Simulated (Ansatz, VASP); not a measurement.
AlN: VASP beside Ansatz

INCAR

```
PREC     = Accurate       # precision mode
ENCUT    = 520            # plane-wave cutoff, eV
EDIFF    = 1E-6           # SCF threshold, eV
ISMEAR   = 0              # smearing method
SIGMA    = 0.05           # smearing width, eV
LREAL    = False          # projectors in reciprocal space
LASPH    = True           # aspherical terms in the spheres
NELM     = 60             # most SCF steps
ALGO     = Normal         # electronic algorithm
ISIF     = 2              # what is computed and relaxed
LWAVE    = False          # write WAVECAR
LCHARG   = False          # write CHGCAR
GGA      = PE             # functional
NBANDS   = 11             # bands
```

KPOINTS

```
regular mesh
0
Gamma
  10 10 10
```

File POSCAR:

```
AlN
1.0
    0.0000000000      2.2676347174      2.1355394912
    2.2676347174      0.0000000000      2.1355394912
    2.2676347174      2.2676347174      0.0000000000
Al N
1 1
Direct
    0.0000000000      0.0000000000      0.0000000000
    0.7500000000      0.7500000000      0.7500000000
```

Input for Ansatz:

```yaml
crystal:
  lattice:
    - [0.0, 2.2676347174, 2.1355394912]
    - [2.2676347174, 0.0, 2.1355394912]
    - [2.2676347174, 2.2676347174, 0.0]
  atoms:
    - { symbol: Al, position: [0.0, 0.0, 0.0] }
    - { symbol: "N", position: [0.75, 0.75, 0.75] }
basis:
  ecutwfc: 420
kpoints:
  mp_grid: { grid: [10, 10, 10] }
hamiltonian:
  xc: pbe
scf:
  occupations: { method: gaussian, width: 0.05 }
output:
  forces: true
  stress: true
  eigenvalues: true
  write_density: true
  write_potential: true
  elf: true
  volumetric_format: npy
```

Change from the starting cell: strain +0.030 along x and y, -0.030 along z, atoms carried along.

Alike in both runs: task single point; functional PBE; k mesh 10 × 10 × 10; occupations gaussian, width 0.05 eV; no spin polarisation.

```csv
,VASP,Ansatz
version,VASP 6.6.1,Ansatz 0.2.0
potentials or method,"VASP PAW PBE potentials, release 64 (Al, N)","scalar-relativistic, plane waves, PAW"
plane-wave cutoff (eV),520,420
valence electrons in the cell,8,8
```

VASP gave:

```
gap on the k mesh at the Fermi level (eV)       : 3.00
least direct gap on the mesh (eV)               : 3.57
pressure (GPa)                                  : -5.8
largest component of the traceless stress (GPa) : 4.55
```

Task: What did Ansatz give for the same quantities?

Result: gap on the k mesh at the Fermi level (eV): 3.01; least direct gap on the mesh (eV): 3.56; pressure (GPa): -5.5; largest component of the traceless stress (GPa): 4.52.

A k mesh can miss the band edges.
